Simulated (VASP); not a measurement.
# PtSe2 (P-3m1) in VASP: a series of runs

Runs on PtSe2. Level: PBE+D3(BJ). Tasks: relaxation of cell and atoms.

All numbers are computed with VASP 6.6.1; they aren't measurements. Logs are shortened: lines on timing, memory, paths and dates and some standing lists are left out, and cuts for length are marked.

### Step 1. The crystal as given

Symmetry: P-3m1, No. 164, trigonal system. Conventional cell: a = 3.724 Å, b = 3.724 Å, c = 5.062 Å, α = 90.00°, β = 90.00°, γ = 120.00°. Pt (site symmetry -3m) has 6 Se at 2.49 Å as nearest neighbours. Se (site symmetry 3m) is surrounded by 3 Pt at 2.49 Å.

### Step 2. Relaxation of cell and atoms, PBE+D3(BJ)

INCAR reads:

```
  PREC = Accurate
  ENCUT = 520
  EDIFF = 1E-7
  ISMEAR = 0
  SIGMA = 0.02
  LREAL = F
  LASPH = T
  NELM = 60
  ALGO = Fast
  ISIF = 3
  LWAVE = F
  LCHARG = F
  GGA = PE
  IVDW = 12
  IBRION = 2
  NSW = 80
  EDIFFG = -0.002
  KPAR = 4
```

KPOINTS reads:

```
Automatic mesh
0
Gamma
  9 9 6
```

POSCAR reads:

```
PtSe2
1.0
    3.7240000000      0.0000000000      0.0000000000
   -1.8620000000      3.2250786000      0.0000000000
    0.0000000000      0.0000000000      5.0620000000
Pt Se
1 2
Direct
    0.0000000000      0.0000000000      0.0000000000
    0.3333333300      0.6666666700      0.2500000000
    0.6666666700      0.3333333300      0.7500000000
```

Potentials or basis: VASP PAW PBE potentials, release 64 (Pt, Se).

On the command line:

```console
$ cat potpaw_PBE.64/Pt/POTCAR potpaw_PBE.64/Se/POTCAR > POTCAR
$ mpirun -np 4 vasp_std > vasp.out
```

OUTCAR:

```text
PREC = Accurate
   ENCUT = 520
   EDIFF = 1E-7
   ISMEAR = 0
   LREAL = F
   LASPH = T
   NELM = 60
   ISIF = 3
   GGA = PE
   IVDW = 12
   IBRION = 2
   NSW = 80
   EDIFFG = -0.002
 IVDW          = 12

 ion  position               nearest neighbor table
   1  0.000  0.000  0.000-   2 2.49   3 2.49   2 2.49   3 2.49   3 2.49   2 2.49
   2  0.333  0.667  0.250-   1 2.49   1 2.49   1 2.49
   3  0.667  0.333  0.750-   1 2.49   1 2.49   1 2.49

  LATTYP: Found a hexagonal cell.
 ALAT       =     3.7240000000
 C/A-ratio  =     1.3592910849

  Lattice vectors:

 A1 = (   3.7240000000,   0.0000000000,   0.0000000000)
 A2 = (  -1.8620000000,   3.2250786000,   0.0000000000)
 A3 = (   0.0000000000,   0.0000000000,   5.0620000000)

Analysis of symmetry for initial positions (statically):
=====================================================================
 Subroutine PRICEL returns:
 Original cell was already a primitive cell.

 Routine SETGRP: Setting up the symmetry group for a
 hexagonal supercell.

 Subroutine GETGRP returns: Found 12 space group operations
 (whereof 12 operations were pure point group operations)
 out of a pool of 24 trial point group operations.

The static configuration has the point symmetry D_3d.

Analysis of symmetry for dynamics (positions and initial velocities):
=====================================================================
 Subroutine PRICEL returns:
 Original cell was already a primitive cell.

 Routine SETGRP: Setting up the symmetry group for a
 hexagonal supercell.

 Subroutine GETGRP returns: Found 12 space group operations
 (whereof 12 operations were pure point group operations)
 out of a pool of 24 trial point group operations.

The dynamic configuration has the point symmetry D_3d.

 Subroutine INISYM returns: Found 12 space group operations
 (whereof 12 operations are pure point group operations),
 and found     1 'primitive' translations

----------------------------------------------------------------------------------------

                                     Primitive cell

  volume of cell :      60.7956

  direct lattice vectors                    reciprocal lattice vectors
     3.724000000  0.000000000  0.000000000     0.268528464  0.155034981  0.000000000
    -1.862000000  3.225078600  0.000000000     0.000000000  0.310069962  0.000000000
     0.000000000  0.000000000  5.062000000     0.000000000  0.000000000  0.197550375

  length of vectors
     3.724000000  3.723999997  5.062000000     0.310069962  0.310069962  0.197550375

  position of ions in fractional coordinates (direct lattice)
     0.000000000  0.000000000  0.000000000
     0.333333330  0.666666670  0.250000000
     0.666666670  0.333333330  0.750000000

  ion indices of the primitive-cell ions
   primitive index   ion index
                 1           1
                 2           2
                 3           3

----------------------------------------------------------------------------------------

 KPOINTS: Automatic mesh

Automatic generation of k-mesh.
 Grid dimensions read from file:
 generate k-points for:    9    9    6

 Generating k-lattice:

  Cartesian coordinates                     Fractional coordinates (reciprocal lattice)
     0.029836496  0.017226109  0.000000000     0.111111111  0.000000000  0.000000000
     0.000000000  0.034452218  0.000000000     0.000000000  0.111111111  0.000000000
     0.000000000  0.000000000  0.032925063     0.000000000  0.000000000  0.166666667

  Length of vectors
     0.034452218  0.034452218  0.032925063

  Shift w.r.t. Gamma in fractional coordinates (k-lattice)
     0.000000000  0.000000000  0.000000000

 Subroutine IBZKPT returns following result:
 ===========================================

 Found     62 irreducible k-points:

 Following reciprocal coordinates:
            Coordinates               Weight
  0.000000  0.000000  0.000000      1.000000
  0.111111  0.000000  0.000000      6.000000
  0.222222  0.000000  0.000000      6.000000
  0.333333 -0.000000  0.000000      6.000000
  0.444444  0.000000  0.000000      6.000000
  0.111111  0.111111  0.000000      6.000000
[... 16 lines left out ...]
  0.222222  0.111111  0.166667     12.000000
 -0.111111  0.333333  0.166667     12.000000
 [... further k-points ...]
   k-points           NKPTS =     62   k-points in BZ     NKDIM =     62   number of bands    NBANDS=     15
   number of dos      NEDOS =    301   number of ions     NIONS =      3
   total plane-waves  NPLWV =  31360
   dimension x,y,z NGX =    28 NGY =   28 NGZ =   40
   dimension x,y,z NGXF=    56 NGYF=   56 NGZF=   80
   ions per type =               1   2
   NGX,Y,Z   is equivalent  to a cutoff of  12.50, 12.50, 13.14 a.u.
   NGXF,Y,Z  is equivalent  to a cutoff of  25.00, 25.00, 26.27 a.u.
 SYSTEM =  unknown system
   PREC   = accura    normal or accurate (medium, high low for compatibility)
   ISTART =      0    job   : 0-new  1-cont  2-samecut
   ICHARG =      2    charge: 1-file 2-atom 10-const
   ISPIN  =      1    spin polarized calculation?
   LNONCOLLINEAR =      F non collinear calculations
   LSORBIT =      F    spin-orbit coupling
   LASPH  =      T    aspherical Exc in radial PAW
   ENCUT  =  520.0 eV  38.22 Ry    6.18 a.u.   6.92  6.92  9.41*2*pi/ulx,y,z
   NELM   =     60;   NELMIN=  2; NELMDL= -5     # of ELM steps
   EDIFF  = 0.1E-06   stopping-criterion for ELM
   LREAL  =      F    real-space projection
   EDIFFG = -.2E-02   stopping-criterion for IOM
   NSW    =     80    number of steps for IOM
   IBRION =      2    ionic relax: 0-MD 1-quasi-New 2-CG
   NFREE  =      1    steps in history (QN), initial steepest desc. (CG)
   ISIF   =      3    stress and relaxation
   ISYM   =      2    0-nonsym 1-usesym 2-fastsym
   POTIM  = 0.5000    time-step for ionic-motion
   TEBEG  =    0.0;   TEEND  =   0.0 temperature during run
   PSTRESS=    0.0 pullay stress
   NELECT =      22.0000    total number of electrons
   NUPDOWN=      -1.0000    fix difference up-down
   EMIN   =  10.00;   EMAX   =-10.00  energy-range for DOS
   EFERMI =   0.00;   METHOD = LEGACY
   ISMEAR =     0;   SIGMA  =   0.02  broadening in eV -4-tet -1-fermi 0-gaus
   EFERMI_NEDOS =   21; number of points for ismear=-14 and -15
   IALGO  =     68    algorithm
   IMIX   =      4    mixing-type and parameters
     AMIX     =   0.40;   BMIX     =  1.00
     AMIX_MAG =   1.60;   BMIX_MAG =  1.00
  volume/ion in A,a.u.               =      20.27       136.76
  Fermi-wavevector in a.u.,A,eV,Ry     =   1.166608  2.204570 18.517184  1.360975
  Thomas-Fermi vector in A             =   2.303119
   LORBIT       =      0    0 simple, 1 ext, 2 COOP (PROOUT), +10 PAW based schemes
   GGA     = PE    functional components
   LHFCALC =     F    Hartree Fock is set to
   AEXX    =    0.0000 exact exchange contribution
   IVDW    =    12    specifies the selected vdW correction
   LEPSILON=     F    determine dielectric tensor
   LRPA    =     F    only Hartree local field effects (RPA)
 conjugate gradient relaxation of ions
 non-spin polarized calculation
 RMM-DIIS sequential band-by-band and
 Gauss-broadening in eV      SIGMA  =   0.02
  energy-cutoff  :      520.00
  volume of cell :       60.80
 maximum number of plane-waves:      1650
   NGX = 13   NGY = 13   NGZ = 19

--------------------------------------- Ionic step        1  -------------------------------------------

 number of electron      21.9999999 magnetization

 Free energy of the ion-electron system (eV)
  ---------------------------------------------------
  ext. energy  EPLUGINS =         0.00000000
  ---------------------------------------------------
  free energy    TOTEN  =       -14.18531627 eV

  energy without entropy =      -14.18515958  energy(sigma->0) =      -14.18523792

------------------------ aborting loop because EDIFF is reached ----------------------------------------

 Edisp (eV)   -1.43094

 E8    (eV) :    -0.6140

  FORCE on cell =-STRESS in cart. coord.  units (eV):
  Direction    XX          YY          ZZ          XY          YZ          ZX
  --------------------------------------------------------------------------------------
  -------------------------------------------------------------------------------------
  Total       1.56931     1.56931     0.79726     0.00000     0.00000     0.00000
  in kB      41.35671    41.35671    21.01057     0.00000     0.00000     0.00000
  external pressure =       34.57 kB  Pullay stress =        0.00 kB
[... 100 lines left out ...]
  FREE ENERGIE OF THE ION-ELECTRON SYSTEM (eV)
  ---------------------------------------------------
  free  energy   TOTEN  =       -15.6400928706 eV

  energy  without entropy=      -15.6399533644  energy(sigma->0) =      -15.64002312

[... ionic steps 4 to 12 ...]

--------------------------------------- Ionic step       13  -------------------------------------------

 number of electron      21.9999997 magnetization

------------------------ aborting loop because EDIFF is reached ----------------------------------------

 Edisp (eV)   -1.47066

 E8    (eV) :    -0.6319
[... 71 lines left out ...]
  energy  without entropy=      -15.6655780110  energy(sigma->0) =      -15.66573249

--------------------------------------- Ionic step       15  -------------------------------------------

 number of electron      21.9999997 magnetization

 Free energy of the ion-electron system (eV)
  ---------------------------------------------------
  ext. energy  EPLUGINS =         0.00000000
  ---------------------------------------------------
  free energy    TOTEN  =       -14.19480174 eV

  energy without entropy =      -14.19449341  energy(sigma->0) =      -14.19464758

 E-fermi :   6.7385     XC(G=0): -10.8268

 val. band max:        6.6886188198   @ k =   0.3333   0.3333   0.0000
 cond. band min:       6.7428825259   @ k =  -0.1111   0.4444   0.1667
 fundamental gap:      0.0542637061
 Fermi energy:         6.7384583767

 k-point     1 :       0.0000    0.0000    0.0000
  band No.  band energies     occupation
      1      -8.9487      2.00000
      2      -5.8523      2.00000
      3      -0.4014      2.00000
      4       0.4959      2.00000
      5       0.4959      2.00000
      6       2.9281      2.00000
      7       2.9281      2.00000
      8       4.2415      2.00000
      9       5.7186      2.00000
     10       5.7186      2.00000
     11       7.5052      0.00000
     12       7.7871      0.00000
     13       7.7871      0.00000
     14      10.0847      0.00000
     15      10.8331      0.00000
[... 397 lines left out ...]
 k-point    24 :      -0.1111    0.3333    0.1667
  band No.  band energies     occupation
      1      -8.0175      2.00000
      2      -6.3971      2.00000
      3       0.1334      2.00000
      4       0.7993      2.00000
      5       1.1120      2.00000
      6       1.7907      2.00000
      7       2.5280      2.00000
      8       3.3735      2.00000
      9       4.3825      2.00000
     10       4.7906      2.00000
     11       6.2601      2.00000
     12       7.0647      0.00000
     13       8.1107      0.00000
     14      11.3628      0.00000
     15      12.9346      0.00000

 [... further k-points ...]

------------------------ aborting loop because EDIFF is reached ----------------------------------------

 Edisp (eV)   -1.47109

 E8    (eV) :    -0.6321

  FORCE on cell =-STRESS in cart. coord.  units (eV):
  Direction    XX          YY          ZZ          XY          YZ          ZX
  --------------------------------------------------------------------------------------
  -------------------------------------------------------------------------------------
  Total       0.00163     0.00163    -0.00409    -0.00000     0.00000     0.00000
  in kB       0.04399     0.04399    -0.11027    -0.00000     0.00000     0.00000
  external pressure =       -0.01 kB  Pullay stress =        0.00 kB
[... 18 lines left out ...]
  FREE ENERGIE OF THE ION-ELECTRON SYSTEM (eV)
  ---------------------------------------------------
  free  energy   TOTEN  =       -15.6658940848 eV

  energy  without entropy=      -15.6655857560  energy(sigma->0) =      -15.66573992

 reached required accuracy - stopping structural energy minimisation
```

Run time: 3.2 min. Hardware: 4 MPI ranks of Intel Xeon Platinum 8488C (Sapphire Rapids), shared host; peak memory 0.24 GiB.

What came out:

```yaml
Free_energy: -15.6659 eV
Relaxed_volume: 19.79 Å³/atom
Relaxed_cell: a = 3.769 Å, b = 3.769 Å, c = 4.825 Å, α = 90.00°, β = 90.00°, γ = 120.00°
Space_group_after_relaxing_to_0.05_Å: P-3m1 (No. 164)
Energy_gained_by_relaxing: 16.5 meV/atom
Ionic_steps: 15
Pressure_after_relaxing: 0.0 GPa
Band_gap_on_the_k_mesh: none (metal or under the smearing width)
Dispersion_energy_per_atom: -0.490 eV
```

Step by step:
```tsv
step	energy change (eV)	largest force (eV/Å)	pressure (GPa)	volume (Å³)
1	0.0000	0.6172	3.46	60.80
2	0.0310	0.3921	-5.83	64.72
3	-0.0238	0.1843	-0.59	62.30
4	-0.0238	0.1923	-0.53	62.27
5	-0.0292	0.1619	-0.44	61.89
6	-0.0412	0.0653	-0.12	60.74
7	-0.0414	0.1612	0.96	58.46
8	-0.0459	0.0178	0.34	59.70
9	-0.0470	0.1365	-1.25	59.92
10	-0.0480	0.0904	-0.61	59.83
11	-0.0496	0.0163	0.06	59.28
12	-0.0496	0.0015	-0.05	59.38
13	-0.0496	0.0032	-0.06	59.39
14	-0.0496	0.0038	0.05	59.35
15	-0.0496	0.0009	0.00	59.37
```

Final structure:
```xyz
3
Lattice="3.7693 0.0000 0.0000 -1.8847 3.2643 0.0000 0.0000 0.0000 4.8250" Properties=species:S:1:pos:R:3 pbc="T T T"
Pt    0.0000    0.0000    0.0000
Se    0.0000    2.1762    1.2823
Se    1.8847    1.0881    3.5426
```

Caveat: pairwise dispersion overbinds metals, which lowers pressure and volume. Spin-orbit coupling is left out, which matters for the levels of Pt.

### Step 3. Relaxation of cell and atoms, PBE+D3(BJ)

This run uses another cell than the first one, of 19.79 Å³/atom, 0.977 times its volume.

INCAR is that of step 2.

KPOINTS is that of step 2.

POSCAR reads:

```
PtSe2                                   
1.0
    3.7693424289      0.0000000000     -0.0000000000
   -1.8846712144      3.2643462951      0.0000000000
    0.0000000000     -0.0000000000      4.8249681202
  Pt              Se            
     1     2
Direct
     0.0000000000000000    0.0000000000000000    0.0000000000000000
     0.3333333300000021    0.6666666699999979    0.2657715009329487
     0.6666666699999979    0.3333333300000021    0.7342284990670513
```

Potentials or basis: VASP PAW PBE potentials, release 64 (Pt, Se).

On the command line:

```console
$ cat potpaw_PBE.64/Pt/POTCAR potpaw_PBE.64/Se/POTCAR > POTCAR
$ mpirun -np 4 vasp_std > vasp.out
```

Run time: 47 s. Hardware: 4 MPI ranks of Intel Xeon Platinum 8488C (Sapphire Rapids), shared host; peak memory 0.22 GiB.

Results (log left out):

```
Free energy                            : -15.6656 eV
Relaxed volume                         : 19.78 Å³/atom
Relaxed cell                           : a = 3.770 Å, b = 3.770 Å, c = 4.823 Å, α = 90.00°, β = 90.00°, γ = 120.00°
Space group after relaxing (to 0.05 Å) : P-3m1 (No. 164)
Energy gained by relaxing              : 0.0 meV/atom
Ionic steps                            : 6
Pressure after relaxing                : 0.0 GPa
Band gap on the k mesh                 : none (metal or under the smearing width)
Dispersion energy per atom             : -0.490 eV
```

Final structure:
```yaml
crystal:
  lattice:
    - [3.76972, 0.00000, 0.00000]
    - [-1.88486, 3.26467, 0.00000]
    - [0.00000, 0.00000, 4.82284]
  atoms:
    - { symbol: Pt, position: [0.00000, 0.00000, 0.00000] }
    - { symbol: Se, position: [0.33333, 0.66667, 0.26581] }
    - { symbol: Se, position: [0.66667, 0.33333, 0.73419] }
```

Levels at points of the mesh, in eV from the Fermi level:
| k point | band 9 | band 10 | band 11 | band 12 | band 13 | band 14 |
| --- | --- | --- | --- | --- | --- | --- |
| (0.00, 0.00, 0.00) | -1.02 | -1.02 | 0.77 | 1.05 | 1.05 | 3.34 |
| (0.00, 0.00, 0.50) | -1.73 | -1.73 | -1.72 | 2.31 | 2.31 | 4.98 |

Caveat: pairwise dispersion overbinds metals, which lowers pressure and volume. The run has no spin-orbit coupling, so splittings on Pt are missing.
